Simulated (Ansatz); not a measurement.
# CoSi2: the cost of one run

Program: Ansatz 0.2.0 through its Python package. Level of theory: DFT PBE, plane waves, PAW. These are calculated values, not measurements.

The COD entry's cell or inner coordinates are ideal or old and differ from later refinements, so a difference from it is no clean test against experiment.

## Step 1: The system

Symmetry: Fm-3m, No. 225, cubic system. The conventional cell has a = 5.356 Å, b = 5.356 Å, c = 5.356 Å, α = 90.00°, β = 90.00°, γ = 90.00°. Around Co (site symmetry m-3m) lie 8 Si at 2.32 Å. Around Si (site symmetry -43m) lie 4 Co at 2.32 Å.

No structure file is read: the coordinates are typed or built in the script.

## Step 2: The script

run_orders.py

```python
import logging
import sys

import ansatz as az
import numpy as np

logging.basicConfig(stream=sys.stdout, format="%(levelname)s %(message)s")
log = logging.getLogger("run")
log.setLevel(logging.INFO)


def count_gap(report):
    # lowest empty less highest filled band, counting bands; zero where they overlap
    return max(report.get("gap_by_band_count_ev") or 0.0, 0.0)

CELL = [
    (0.0, 2.678, 2.678),
    (5.356, 0.0, 5.356),
    (2.678, 2.678, 0.0),
]
ATOMS = [
    ("Co", (0.0, 0.0, 0.0)),
    ("Si", (0.25, 0.125, 0.25)),
    ("Si", (0.75, 0.375, 0.75)),
    ("Co", (0.0, 0.5, 0.0)),
    ("Si", (0.25, 0.625, 0.25)),
    ("Si", (0.75, 0.875, 0.75)),
]


def ordered(moments):
    crystal = az.Crystal(lattice=az.Lattice.of(CELL))
    for (symbol, position), moment in zip(ATOMS, moments):
        crystal = crystal.atom(symbol, position, moment=moment or None)
    return crystal

orders = {
    "FM": [2.5, 0, 0, 2.5, 0, 0],
    "AFM": [2.5, 0, 0, -2.5, 0, 0],
}

rows = []
for label, moments in orders.items():
    setup = (
        ordered(moments).calculation()
        .functional("pbe")
        .scf(tolerance=1e-09, max_iterations=200, extra_bands=8)
        .kpoints(8, center="monkhorst-pack")
        .occupations("fermi_dirac", width=0.1)
        .mixing("broyden", preconditioner="local_kerker")
        .spin("collinear")
        .band_table()
    )
    r = setup.run(threads=1).report
    rows.append((label, r["free_energy_ev"], r["magnetization_mub"], r["absolute_magnetization_mub"], max(abs(m) for m in r["site_moments_mub"]), count_gap(r)))
    print(label, "site moments:", [round(m, 2) for m in r["site_moments_mub"]])

plain = ordered([0] * len(ATOMS)).calculation()
plain = plain.functional("pbe")
plain = plain.scf(tolerance=1e-09, max_iterations=200, extra_bands=8)
plain = plain.kpoints(8, center="monkhorst-pack")
plain = plain.occupations("fermi_dirac", width=0.1).mixing("broyden", preconditioner="local_kerker")
plain = plain.band_table()
r = plain.run(threads=1).report
rows.append(("NM", r["free_energy_ev"], 0.0, 0.0, 0.0, count_gap(r)))

lowest = min(row[1] for row in rows)
rows = [(row[0], 1000 * (row[1] - lowest) / 2, *row[2:]) for row in sorted(rows, key=lambda row: row[1])]
for row in rows:
    print("; ".join(f"{name} = {round(v, 4) if isinstance(v, float) else v}" for name, v in zip(["order", "meV/magnetic atom", "net muB", "absolute muB", "largest site muB", "gap by band count eV"], row)))
print("lowest of these starts:", rows[0][0])
```

## Step 3: The input behind the calls

The package turns the script's settings into the engine's input (first run):

```yaml
crystal:
  lattice:
    - [0.0, 2.678, 2.678]
    - [5.356, 0.0, 5.356]
    - [2.678, 2.678, 0.0]
  atoms:
    - { symbol: Co, position: [0.0, 0.0, 0.0], spin: 2.5 }
    - { symbol: Si, position: [0.25, 0.125, 0.25] }
    - { symbol: Si, position: [0.75, 0.375, 0.75] }
    - { symbol: Co, position: [0.0, 0.5, 0.0], spin: 2.5 }
    - { symbol: Si, position: [0.25, 0.625, 0.25] }
    - { symbol: Si, position: [0.75, 0.875, 0.75] }
kpoints:
  mp_grid:
    grid: [8, 8, 8]
    shift: [0.5, 0.5, 0.5]
hamiltonian:
  xc: pbe
magnetization:
  spin_polarized: true
scf:
  max_iter: 200
  n_extra_bands: 8
  convergence:
    dr2_threshold: 1.0e-09
  mixing:
    algorithm: broyden
    preconditioner: local_kerker
  occupations:
    method: fermi_dirac
    width: 0.1
output:
  eigenvalues: true
```

## Step 4: Running it

Started as:

```
python run_orders.py
```

Q: Estimate wall time and peak memory on 1 thread of Arm Neoverse V2, shared host.

About 3.2 min, with a peak of 1 GiB.
